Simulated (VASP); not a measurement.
# MgSe (Fm-3m) in VASP: notebook, part 2 of 2

VASP 6.6.1. Earlier steps stand in the parts before.

## 3. Single point, PBEsol, non-collinear spin, zero start, spin-orbit coupling

This run uses another cell than the first one, of 17.15 Å³/atom, 0.847 times its volume.

The input, INCAR:

```
ALGO = Fast
EDIFF = 1E-7
ENCUT = 520
GGA = PS
GGA_COMPAT = False
ISIF = 2
ISMEAR = 0
LASPH = True
LCHARG = False
LORBIT = 11
LORBMOM = True
LREAL = False
LSORBIT = True
LWAVE = False
MAGMOM = 0 0 0 0 0 0
NBANDS = 20
NELM = 150
PREC = Accurate
SIGMA = 0.01
```

The input, KPOINTS:

```
k-points
0
Gamma
  8 8 8
```

The input, POSCAR:

```
MgSe
1.0
    2.5790628415      2.5790628415      0.0000000000
   -2.5790628415      2.5790628415      0.0000000000
    0.0000000000      2.5790628415      2.5790628415
Mg Se
1 1
Direct
    0.0000000000      0.0000000000      0.0000000000
    0.5000000000      0.5000000000      0.0000000000
```

Potentials or basis: VASP PAW PBE potentials, release 64 (Mg, Se).

The run is started by

```bash
$ cat potpaw_PBE.64/Mg/POTCAR potpaw_PBE.64/Se/POTCAR > POTCAR
$ mpirun -np 1 vasp_ncl > vasp.out
```

OUTCAR:

```text
EDIFF = 1E-7
   ENCUT = 520
   GGA = PS
   ISIF = 2
   ISMEAR = 0
   LASPH = True
   LORBIT = 11
   LREAL = False
   LSORBIT = True
   NELM = 150
   PREC = Accurate

 ion  position               nearest neighbor table
   1  0.000  0.000  0.000-   2 2.58   2 2.58   2 2.58   2 2.58   2 2.58   2 2.58
   2  0.500  0.500  0.000-   1 2.58   1 2.58   1 2.58   1 2.58   1 2.58   1 2.58

  LATTYP: Found a face centered cubic cell.
 ALAT       =     5.1581256830

  Lattice vectors:

 A1 = (   0.0000000000,   2.5790628415,   2.5790628415)
 A2 = (   2.5790628415,   0.0000000000,   2.5790628415)
 A3 = (   2.5790628415,   2.5790628415,   0.0000000000)

Analysis of symmetry for initial positions (statically):
=====================================================================
 Subroutine PRICEL returns:
 Original cell was already a primitive cell.

 Routine SETGRP: Setting up the symmetry group for a
 face centered cubic supercell.

 Subroutine GETGRP returns: Found 48 space group operations
 (whereof 48 operations were pure point group operations)
 out of a pool of 48 trial point group operations.

The static configuration has the point symmetry O_h .

Analysis of symmetry for dynamics (positions and initial velocities):
=====================================================================
 Subroutine PRICEL returns:
 Original cell was already a primitive cell.

 Routine SETGRP: Setting up the symmetry group for a
 face centered cubic supercell.

 Subroutine GETGRP returns: Found 48 space group operations
 (whereof 48 operations were pure point group operations)
 out of a pool of 48 trial point group operations.

The dynamic configuration has the point symmetry O_h .

Analysis of structural, dynamic, and magnetic symmetry:
=====================================================================
 Subroutine PRICEL returns:
 Original cell was already a primitive cell.

[... 760 lines left out ...]
            0.000  -0.000  -0.000

 orbital moment (y)

 # of ion     p       d       tot
 ----------------------------------------
  1         0.000   0.000   0.000
  2        -0.000   0.000   0.000
 ----------------------------------------
           -0.000   0.000   0.000

 orbital moment (z)

 # of ion     p       d       tot
 ----------------------------------------
  1         0.000   0.000   0.000
  2         0.000  -0.000  -0.000
 ----------------------------------------
            0.000  -0.000  -0.000

 Spin-Orbit-Coupling matrix elements

 Ion:    1  E_soc:     -0.0000720
 l=   1
     0.0000000    -0.0000119    -0.0000119
    -0.0000119     0.0000000    -0.0000119
    -0.0000119    -0.0000119     0.0000000
 l=   2
     0.0000000     0.0000000     0.0000000     0.0000000    -0.0000002
     0.0000000     0.0000000    -0.0000001     0.0000000    -0.0000000
     0.0000000    -0.0000001     0.0000000    -0.0000001     0.0000000
     0.0000000     0.0000000    -0.0000001     0.0000000    -0.0000000
    -0.0000002    -0.0000000     0.0000000    -0.0000000     0.0000000
 l=   3
     0.0000000     0.0000000     0.0000000     0.0000000     0.0000000     0.0000000     0.0000000
     0.0000000     0.0000000     0.0000000     0.0000000     0.0000000     0.0000000     0.0000000
     0.0000000     0.0000000     0.0000000     0.0000000     0.0000000     0.0000000     0.0000000
     0.0000000     0.0000000     0.0000000     0.0000000     0.0000000     0.0000000     0.0000000
     0.0000000     0.0000000     0.0000000     0.0000000     0.0000000     0.0000000     0.0000000
     0.0000000     0.0000000     0.0000000     0.0000000     0.0000000     0.0000000     0.0000000
     0.0000000     0.0000000     0.0000000     0.0000000     0.0000000     0.0000000     0.0000000

 Ion:    2  E_soc:     -0.0340939
 l=   1
     0.0000000    -0.0056780    -0.0056780
    -0.0056780     0.0000000    -0.0056780
    -0.0056780    -0.0056780     0.0000000
 l=   2
     0.0000000    -0.0000007     0.0000000    -0.0000007    -0.0000036
    -0.0000007     0.0000000    -0.0000027    -0.0000007    -0.0000009
     0.0000000    -0.0000027     0.0000000    -0.0000027     0.0000000
    -0.0000007    -0.0000007    -0.0000027     0.0000000    -0.0000009
    -0.0000036    -0.0000009     0.0000000    -0.0000009     0.0000000
 l=   3
     0.0000000     0.0000000     0.0000000     0.0000000     0.0000000     0.0000000     0.0000000
     0.0000000     0.0000000     0.0000000     0.0000000     0.0000000     0.0000000     0.0000000
     0.0000000     0.0000000     0.0000000     0.0000000     0.0000000     0.0000000     0.0000000
     0.0000000     0.0000000     0.0000000     0.0000000     0.0000000     0.0000000     0.0000000
     0.0000000     0.0000000     0.0000000     0.0000000     0.0000000     0.0000000     0.0000000
     0.0000000     0.0000000     0.0000000     0.0000000     0.0000000     0.0000000     0.0000000
     0.0000000     0.0000000     0.0000000     0.0000000     0.0000000     0.0000000     0.0000000

 total charge

# of ion       s       p       d       tot
------------------------------------------
    1        0.158   0.162   0.052   0.372
    2        1.436   2.599   0.019   4.054
--------------------------------------------------
tot          1.594   2.761   0.072   4.426

 magnetization (x)

# of ion       s       p       d       tot
------------------------------------------
    1       -0.000   0.000   0.000   0.000
    2        0.000   0.000   0.000   0.000
--------------------------------------------------
tot          0.000   0.000   0.000   0.000

 magnetization (y)

# of ion       s       p       d       tot
------------------------------------------
    1       -0.000  -0.000   0.000  -0.000
    2        0.000   0.000   0.000   0.000
--------------------------------------------------
tot         -0.000  -0.000   0.000  -0.000

 magnetization (z)

# of ion       s       p       d       tot
------------------------------------------
    1       -0.000  -0.000   0.000  -0.000
    2        0.000   0.000   0.000   0.000
--------------------------------------------------
tot          0.000  -0.000   0.000   0.000
```

OSZICAR:

```text
N       E                     dE             d eps       ncg     rms          rms(c)
DAV:   1     0.274103959599E+02    0.27410E+02   -0.30121E+03  1176   0.663E+02
DAV:   2    -0.610575347991E+01   -0.33516E+02   -0.30756E+02  1536   0.122E+02
DAV:   3    -0.812040298691E+01   -0.20146E+01   -0.19997E+01  1512   0.295E+01
DAV:   4    -0.813318540211E+01   -0.12782E-01   -0.12779E-01  1356   0.269E+00
DAV:   5    -0.813326717321E+01   -0.81771E-04   -0.81770E-04  1352   0.222E-01    0.334E+00
RMM:   6    -0.791739686259E+01    0.21587E+00   -0.16134E-01  1164   0.192E+00    0.220E+00
RMM:   7    -0.787416172639E+01    0.43235E-01   -0.12154E-01  1188   0.175E+00    0.986E-01
RMM:   8    -0.787276523690E+01    0.13965E-02   -0.40681E-03  1261   0.513E-01    0.578E-01
RMM:   9    -0.787249671369E+01    0.26852E-03   -0.96356E-04  1302   0.242E-01    0.125E-01
RMM:  10    -0.787246603067E+01    0.30683E-04   -0.18268E-04  1303   0.798E-02    0.348E-02
RMM:  11    -0.787245687418E+01    0.91565E-05   -0.22227E-05  1341   0.351E-02    0.111E-02
RMM:  12    -0.787245723763E+01   -0.36344E-06   -0.21406E-06  1397   0.122E-02    0.165E-03
RMM:  13    -0.787245724135E+01   -0.37182E-08   -0.19765E-07  1306   0.376E-03
   1 F= -.78724572E+01 E0= -.78724572E+01  d E =-.117111E-88  mag=    -0.0000    -0.0000    -0.0000
```

It took 30 s on 1 thread of Intel Xeon 6975P-C (Granite Rapids), shared host; peak memory 0.23 GiB.

What came out:

* Free energy: -7.8725 eV
* Pressure: 15.1 GPa
* Net moment: 0.00 μB per cell
* Valence electrons inside the program's atomic spheres: Mg 0.37; Se 4.05

Moments on the atoms (μB; x, y, z):
```
Mg  0.00 0.00 0.00
Se  0.00 0.00 0.00
```

Caveat: so large a pressure means that the cell lies far from this level's equilibrium, or that cutoff or potentials fall short; the potentials were made for another functional, which shifts forces and pressure.
